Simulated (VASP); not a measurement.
# Pb (Fm-3m) in VASP: further runs

The runs below take Pb through single point, relaxation of cell and atoms, with PBE, RPBE, revPBE, BLYP.

Program: VASP 6.6.1. These are calculated values, not measurements. Logs are shortened: lines on timing, memory, paths and dates and some standing lists are left out, and cuts for length are marked.

**1. Starting point**

It takes space group Fm-3m (No. 225, cubic). The conventional cell has a = 4.950 Å, b = 4.950 Å, c = 4.950 Å, α = 90.00°, β = 90.00°, γ = 90.00°. Pb (site symmetry m-3m) has 12 Pb at 3.50 Å as nearest neighbours.

**2. Single point, PBE**

Contents of INCAR:

```
  ALGO = Normal
  EDIFF = 1E-6
  ENCUT = 520
  GGA = PE
  ISIF = 2
  ISMEAR = 0
  LASPH = T
  LCHARG = F
  LREAL = F
  LWAVE = F
  NELM = 80
  PREC = Accurate
  SIGMA = 0.011
```

Contents of KPOINTS:

```
k-points
0
Gamma
  9 9 9
```

Contents of POSCAR:

```
Pb
1.0
    0.0000000000      2.4750200000      2.4750200000
    2.4750200000      0.0000000000      2.4750200000
    2.4750200000      2.4750200000      0.0000000000
Pb
1
Direct
    0.0000000000      0.0000000000      0.0000000000
```

Potentials or basis: VASP PAW PBE potentials, release 64 (Pb_d).

Run with:

```sh
> cat potpaw_PBE.64/Pb_d/POTCAR > POTCAR
> mpirun -np 1 vasp_std > vasp.out
```

OUTCAR:

```text
EDIFF = 1E-6
   ENCUT = 520
   GGA = PE
   ISIF = 2
   ISMEAR = 0
   LASPH = T
   LREAL = F
   NELM = 80
   PREC = Accurate

 ion  position               nearest neighbor table
   1  0.000  0.000  0.000-

  LATTYP: Found a face centered cubic cell.
 ALAT       =     4.9500400000

  Lattice vectors:

 A1 = (   0.0000000000,   2.4750200000,   2.4750200000)
 A2 = (   2.4750200000,   0.0000000000,   2.4750200000)
 A3 = (   2.4750200000,   2.4750200000,   0.0000000000)

Analysis of symmetry for initial positions (statically):
=====================================================================
 Subroutine PRICEL returns:
 Original cell was already a primitive cell.

 Routine SETGRP: Setting up the symmetry group for a
 face centered cubic supercell.

 Subroutine GETGRP returns: Found 48 space group operations
 (whereof 48 operations were pure point group operations)
 out of a pool of 48 trial point group operations.

The static configuration has the point symmetry O_h .

Analysis of symmetry for dynamics (positions and initial velocities):
=====================================================================
 Subroutine PRICEL returns:
 Original cell was already a primitive cell.

 Routine SETGRP: Setting up the symmetry group for a
 face centered cubic supercell.

 Subroutine GETGRP returns: Found 48 space group operations
 (whereof 48 operations were pure point group operations)
 out of a pool of 48 trial point group operations.

The dynamic configuration has the point symmetry O_h .

 Subroutine INISYM returns: Found 48 space group operations
 (whereof 48 operations are pure point group operations),
 and found     1 'primitive' translations

----------------------------------------------------------------------------------------

                                     Primitive cell

  volume of cell :      30.3226

  direct lattice vectors                    reciprocal lattice vectors
     0.000000000  2.475020000  2.475020000    -0.202018570  0.202018570  0.202018570
     2.475020000  0.000000000  2.475020000     0.202018570 -0.202018570  0.202018570
     2.475020000  2.475020000  0.000000000     0.202018570  0.202018570 -0.202018570

  length of vectors
     3.500206851  3.500206851  3.500206851     0.349906427  0.349906427  0.349906427

  position of ions in fractional coordinates (direct lattice)
     0.000000000  0.000000000  0.000000000

  ion indices of the primitive-cell ions
   primitive index   ion index
                 1           1

----------------------------------------------------------------------------------------

 KPOINTS: k-points

Automatic generation of k-mesh.
 Grid dimensions read from file:
 generate k-points for:    9    9    9

 Generating k-lattice:

  Cartesian coordinates                     Fractional coordinates (reciprocal lattice)
    -0.022446508  0.022446508  0.022446508     0.111111111  0.000000000  0.000000000
     0.022446508 -0.022446508  0.022446508     0.000000000  0.111111111  0.000000000
     0.022446508  0.022446508 -0.022446508     0.000000000  0.000000000  0.111111111

  Length of vectors
     0.038878492  0.038878492  0.038878492

  Shift w.r.t. Gamma in fractional coordinates (k-lattice)
     0.000000000  0.000000000  0.000000000

 Subroutine IBZKPT returns following result:
 ===========================================

 Found     35 irreducible k-points:

 Following reciprocal coordinates:
            Coordinates               Weight
  0.000000  0.000000  0.000000      1.000000
  0.111111  0.000000  0.000000      8.000000
  0.222222  0.000000  0.000000      8.000000
  0.333333  0.000000  0.000000      8.000000
  0.444444  0.000000  0.000000      8.000000
  0.111111  0.111111  0.000000      6.000000
[... 16 lines left out ...]
 -0.333333  0.333333  0.000000     12.000000
  0.444444  0.444444  0.000000      6.000000
 [... further k-points ...]
   k-points           NKPTS =     35   k-points in BZ     NKDIM =     35   number of bands    NBANDS=     11
   number of dos      NEDOS =    301   number of ions     NIONS =      1
   total plane-waves  NPLWV =  21952
   dimension x,y,z NGX =    28 NGY =   28 NGZ =   28
   dimension x,y,z NGXF=    56 NGYF=   56 NGZF=   56
   ions per type =               1
   NGX,Y,Z   is equivalent  to a cutoff of  13.30, 13.30, 13.30 a.u.
   NGXF,Y,Z  is equivalent  to a cutoff of  26.60, 26.60, 26.60 a.u.
 SYSTEM =  unknown system
   PREC   = accura    normal or accurate (medium, high low for compatibility)
   ISTART =      0    job   : 0-new  1-cont  2-samecut
   ICHARG =      2    charge: 1-file 2-atom 10-const
   ISPIN  =      1    spin polarized calculation?
   LNONCOLLINEAR =      F non collinear calculations
   LSORBIT =      F    spin-orbit coupling
   LASPH  =      T    aspherical Exc in radial PAW
   ENCUT  =  520.0 eV  38.22 Ry    6.18 a.u.   6.51  6.51  6.51*2*pi/ulx,y,z
   NELM   =     80;   NELMIN=  2; NELMDL= -5     # of ELM steps
   EDIFF  = 0.1E-05   stopping-criterion for ELM
   LREAL  =      F    real-space projection
   EDIFFG = 0.1E-04   stopping-criterion for IOM
   NSW    =      0    number of steps for IOM
   IBRION =     -1    ionic relax: 0-MD 1-quasi-New 2-CG
   NFREE  =      0    steps in history (QN), initial steepest desc. (CG)
   ISIF   =      2    stress and relaxation
   ISYM   =      2    0-nonsym 1-usesym 2-fastsym
   POTIM  = 0.5000    time-step for ionic-motion
   TEBEG  =    0.0;   TEEND  =   0.0 temperature during run
   PSTRESS=    0.0 pullay stress
   NELECT =      14.0000    total number of electrons
   NUPDOWN=      -1.0000    fix difference up-down
   EMIN   =  10.00;   EMAX   =-10.00  energy-range for DOS
   EFERMI =   0.00;   METHOD = LEGACY
   ISMEAR =     0;   SIGMA  =   0.01  broadening in eV -4-tet -1-fermi 0-gaus
   EFERMI_NEDOS =   21; number of points for ismear=-14 and -15
   IALGO  =     38    algorithm
   IMIX   =      4    mixing-type and parameters
     AMIX     =   0.40;   BMIX     =  1.00
     AMIX_MAG =   1.60;   BMIX_MAG =  1.00
  volume/ion in A,a.u.               =      30.32       204.63
  Fermi-wavevector in a.u.,A,eV,Ry     =   1.265306  2.391081 21.782907  1.600999
  Thomas-Fermi vector in A             =   2.398566
   LORBIT       =      0    0 simple, 1 ext, 2 COOP (PROOUT), +10 PAW based schemes
   GGA     = PE    functional components
   LHFCALC =     F    Hartree Fock is set to
   AEXX    =    0.0000 exact exchange contribution
   IVDW    =     0    specifies the selected vdW correction
   LEPSILON=     F    determine dielectric tensor
   LRPA    =     F    only Hartree local field effects (RPA)
 non-spin polarized calculation
 Gauss-broadening in eV      SIGMA  =   0.01
  energy-cutoff  :      520.00
  volume of cell :       30.32
 maximum number of plane-waves:       869
 NGX is ok and might be reduce to    28
   NGX = 13   NGY = 13   NGZ = 13

 number of electron      13.9999999 magnetization

 Free energy of the ion-electron system (eV)
  ---------------------------------------------------
  ext. energy  EPLUGINS =         0.00000000
  ---------------------------------------------------
  free energy    TOTEN  =        -3.56806733 eV

  energy without entropy =       -3.56786413  energy(sigma->0) =       -3.56796573

 E-fermi :   7.1455     XC(G=0): -10.1860

 val. band max:        6.9152904981   @ k =  -0.3333   0.3333   0.1111
 cond. band min:       7.1463445931   @ k =  -0.2222   0.3333   0.1111
 fundamental gap:      0.2310540950
 Fermi energy:         7.1455307358

 k-point     1 :       0.0000    0.0000    0.0000
  band No.  band energies     occupation
      1      -9.7945      2.00000
      2      -9.7945      2.00000
      3      -9.7945      2.00000
      4      -9.6543      2.00000
      5      -9.6543      2.00000
      6      -4.4738      2.00000
      7      14.6989      0.00000
      8      14.6989      0.00000
      9      14.6989      0.00000
     10      17.0445      0.00000
     11      18.6199      0.00000

 k-point     2 :       0.1111    0.0000    0.0000
  band No.  band energies     occupation
      1      -9.7950      2.00000
      2      -9.7780      2.00000
      3      -9.7780      2.00000
      4      -9.6543      2.00000
      5      -9.6543      2.00000
      6      -4.2360      2.00000
      7      12.3296      0.00000
      8      14.4167      0.00000
      9      14.4167      0.00000
     10      16.6520      0.00000
     11      19.5951      0.00000

 k-point     3 :       0.2222    0.0000    0.0000
  band No.  band energies     occupation
      1      -9.8001      2.00000
      2      -9.7585      2.00000
      3      -9.7585      2.00000
      4      -9.6317      2.00000
      5      -9.6317      2.00000
      6      -3.5243      2.00000
      7       8.8628      0.00000
      8      13.8173      0.00000
      9      13.8173      0.00000
     10      16.3081      0.00000
     11      19.1405      0.00000

 k-point     4 :       0.3333    0.0000    0.0000
  band No.  band energies     occupation
      1      -9.8115      2.00000
      2      -9.7680      2.00000
      3      -9.7680      2.00000
      4      -9.5729      2.00000
      5      -9.5729      2.00000
      6      -2.3828      2.00000
      7       5.7473      2.00000
      8      13.2446      0.00000
      9      13.2446      0.00000
     10      16.2137      0.00000
     11      17.8420      0.00000

 k-point     5 :       0.4444    0.0000    0.0000
  band No.  band energies     occupation
      1      -9.8216      2.00000
      2      -9.7814      2.00000
      3      -9.7814      2.00000
      4      -9.5265      2.00000
      5      -9.5265      2.00000
      6      -1.1186      2.00000
      7       3.4731      2.00000
      8      12.9064      0.00000
      9      12.9064      0.00000
     10      16.3942      0.00000
     11      16.9611      0.00000
[... 211 lines left out ...]
 k-point    21 :       0.4444    0.3333    0.0000
  band No.  band energies     occupation
      1      -9.9168      2.00000
      2      -9.8244      2.00000
      3      -9.5765      2.00000
      4      -9.5434      2.00000
      5      -9.5113      2.00000
      6      -0.6544      2.00000
      7       5.7194      2.00000
      8       8.7007      0.00000
      9       9.9064      0.00000
     10      13.5229      0.00000
     11      15.3159      0.00000

 k-point    22 :      -0.4444    0.3333    0.0000
  band No.  band energies     occupation
      1      -9.8858      2.00000
      2      -9.7838      2.00000
      3      -9.5945      2.00000
      4      -9.5740      2.00000
      5      -9.5139      2.00000
      6       0.2594      2.00000
      7       4.8449      2.00000
      8       6.8336      2.00000
      9      10.1595      0.00000
     10      13.7026      0.00000
     11      17.9154      0.00000

 k-point    23 :      -0.3333    0.3333    0.0000
  band No.  band energies     occupation
      1      -9.8493      2.00000
      2      -9.6915      2.00000
      3      -9.6448      2.00000
      4      -9.6222      2.00000
      5      -9.5580      2.00000
      6       0.1131      2.00000
      7       5.4671      2.00000
      8       5.7369      2.00000
      9      10.9410      0.00000
     10      14.1950      0.00000
     11      21.0316      0.00000

 k-point    24 :       0.4444    0.4444    0.0000
  band No.  band energies     occupation
      1      -9.9528      2.00000
      2      -9.8610      2.00000
      3      -9.5345      2.00000
      4      -9.4958      2.00000
      5      -9.4958      2.00000
      6       0.1218      2.00000
      7       4.5682      2.00000
      8       9.4311      0.00000
      9       9.4311      0.00000
     10      12.7575      0.00000
     11      13.9743      0.00000

 [... further k-points ...]

------------------------ aborting loop because EDIFF is reached ----------------------------------------

  FORCE on cell =-STRESS in cart. coord.  units (eV):
  Direction    XX          YY          ZZ          XY          YZ          ZX
  --------------------------------------------------------------------------------------
  -------------------------------------------------------------------------------------
  Total        0.4110281      0.4110281      0.4110281     -0.0000000      0.0000000     -0.0000000
  in kB       21.7178072     21.7178072     21.7178072     -0.0000000      0.0000000     -0.0000000
  external PRESSURE =      21.7178072 kB  Pullay stress =       0.0000000 kB

 VOLUME and BASIS-vectors are now :
 -----------------------------------------------------------------------------
  energy-cutoff  :      520.00
  volume of cell :       30.32
      direct lattice vectors                 reciprocal lattice vectors
     0.000000000  2.475020000  2.475020000    -0.202018570  0.202018570  0.202018570
     2.475020000  0.000000000  2.475020000     0.202018570 -0.202018570  0.202018570
     2.475020000  2.475020000  0.000000000     0.202018570  0.202018570 -0.202018570

 POSITION                                       TOTAL-FORCE (eV/Angst)
 -----------------------------------------------------------------------------------
      0.00000      0.00000      0.00000        -0.000000      0.000000     -0.000000
 -----------------------------------------------------------------------------------
    total drift:                               -0.000000     -0.000000     -0.000000

  FREE ENERGIE OF THE ION-ELECTRON SYSTEM (eV)
  ---------------------------------------------------
  free  energy   TOTEN  =        -3.5680673304 eV

  energy  without entropy=       -3.5678641302  energy(sigma->0) =       -3.56796573
```

Run time: 9.2 s. Hardware: 1 thread of Intel Xeon Platinum 8259CL at 2.50GHz (Skylake/Cascade Lake), shared host; peak memory 0.16 GiB.

Results:

- Free energy: -3.5681 eV
- Pressure: 2.2 GPa
- Band gap on the k mesh: none (metal or under the smearing width)

**3. Relaxation of cell and atoms, RPBE**

Contents of INCAR:

```
PREC     = Accurate       # precision mode
ENCUT    = 600            # plane-wave cutoff, eV
EDIFF    = 1E-6           # SCF threshold, eV
ISMEAR   = -1             # smearing method
SIGMA    = 0.05           # smearing width, eV
LREAL    = False          # projectors in reciprocal space
LASPH    = True           # aspherical terms in the spheres
NELM     = 60             # most SCF steps
ALGO     = Fast           # electronic algorithm
ISIF     = 3              # what is computed and relaxed
LWAVE    = False          # write WAVECAR
LCHARG   = False          # write CHGCAR
GGA      = RP             # functional
IBRION   = 2              # ionic algorithm
NSW      = 40             # ionic steps
EDIFFG   = -0.005         # ionic threshold
```

Contents of KPOINTS:

```
Automatic mesh
0
Gamma
  9 9 9
```

POSCAR is that of step 2.

Potentials or basis: VASP PAW PBE potentials, release 64 (Pb_d).

Run with:

```sh
> cat potpaw_PBE.64/Pb_d/POTCAR > POTCAR
> mpirun -np 1 vasp_std > vasp.out
```

Wall time 85 s (1 thread of Intel Xeon Platinum 8259CL at 2.50GHz (Skylake/Cascade Lake), shared host); peak memory 0.17 GiB.

It converged, with:

- Free energy: -3.1960 eV
- Relaxed volume: 33.15 Å³/atom
- Relaxed cell: a = 3.606 Å, b = 3.606 Å, c = 3.606 Å, α = 60.00°, β = 60.00°, γ = 60.00°
- Space group after relaxing (to 0.05 Å): Fm-3m (No. 225)
- Energy gained by relaxing: 30.8 meV/atom
- Ionic steps: 18
- Pressure after relaxing: 0.0 GPa
- Band gap on the k mesh: none (metal or under the smearing width)

The path:
```csv
step,energy change (eV),largest force (eV/Å),pressure (GPa),volume (Å³)
1,0.0000,0.0000,3.89,30.32
2,-0.0297,0.0000,-0.62,33.67
3,-0.0308,0.0000,-0.07,33.07
4,-0.0308,0.0000,0.06,33.01
5,-0.0308,0.0000,0.08,33.01
6,-0.0308,0.0000,0.09,33.02
7,-0.0308,0.0000,0.09,33.02
8,-0.0308,0.0000,0.09,33.02
9,-0.0308,0.0000,0.09,33.02
10,-0.0308,0.0000,0.09,33.02
11,-0.0308,0.0000,0.10,33.02
12,-0.0308,0.0000,0.11,33.02
13,-0.0308,0.0000,0.12,33.02
14,-0.0308,0.0000,0.08,33.03
15,-0.0308,0.0000,0.09,33.03
16,-0.0308,0.0000,0.08,33.05
17,-0.0308,0.0000,0.04,33.08
18,-0.0308,0.0000,-0.01,33.15
```

Final structure:
```cif
data_structure
_symmetry_space_group_name_H-M 'P 1'
_symmetry_Int_Tables_number 1
_cell_length_a 3.6058
_cell_length_b 3.6058
_cell_length_c 3.6058
_cell_angle_alpha 60.000
_cell_angle_beta 60.000
_cell_angle_gamma 60.000
_cell_volume 33.15
loop_
_atom_site_label
_atom_site_type_symbol
_atom_site_fract_x
_atom_site_fract_y
_atom_site_fract_z
_atom_site_occupancy
Pb1 Pb 0.00000 0.00000 0.00000 1
```

Levels at points of the mesh, in eV from the Fermi level:
| k point | band 4 | band 5 | band 6 | band 7 | band 8 | band 9 | band 10 | band 11 |
| --- | --- | --- | --- | --- | --- | --- | --- | --- |
| (0.00, 0.00, 0.00) | -16.88 | -16.88 | -11.06 | 6.87 | 6.87 | 6.87 | 9.77 | 10.30 |

Caveat: the PAW data sets were made with another functional, which shifts forces and pressure a little. The run has no spin-orbit coupling, so splittings on Pb are missing.

(Continued in part 2 of 3.)
